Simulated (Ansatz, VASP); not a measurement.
## One calculation of Ir, two programs

```
Ir
1.0
     2.75138    0.00000    0.00000
    -1.37569    2.38276    0.00000
     0.00000    0.00000    4.46229
Ir
2
Direct
  0.67529 0.34204 0.75470
  0.35172 0.67765 0.25076
```

This isn't the form of Ir at room conditions, which is fcc.

Alike in both runs: task single point; functional LDA; k mesh 8 × 8 × 5; no spin polarisation.

|  | VASP | Ansatz |
| --- | --- | --- |
| version | VASP 6.6.1 | Ansatz 0.2.0 |
| potentials or method | VASP PAW LDA potentials, release 64 (Ir) | plane waves, PAW |
| plane-wave cutoff (eV) | 520 | 540 |
| occupations | methfessel-paxton of order 1, width 0.15 eV | cold, width 0.15 eV |
| valence electrons in the cell | 18 | 34 |

```tsv
	VASP	Ansatz	Ansatz less VASP
pressure (GPa)	-15.0	-17.1	-2.06
largest component of the traceless stress (GPa)	1.10	1.20	+0.095
rms of the force components (eV/Å)	0.139	0.127	-0.0115
```

Atom by atom the forces differ by 0.012 eV/Å (rms over components). The two sets of potentials don't hold the same shells in valence. Ansatz warned: «stress_scf_threshold_loose».

Caveats: so large a pressure means that the cell lies far from this level's equilibrium, or that cutoff or potentials fall short (VASP). Spin-orbit coupling is left out, which matters for the levels of Ir.
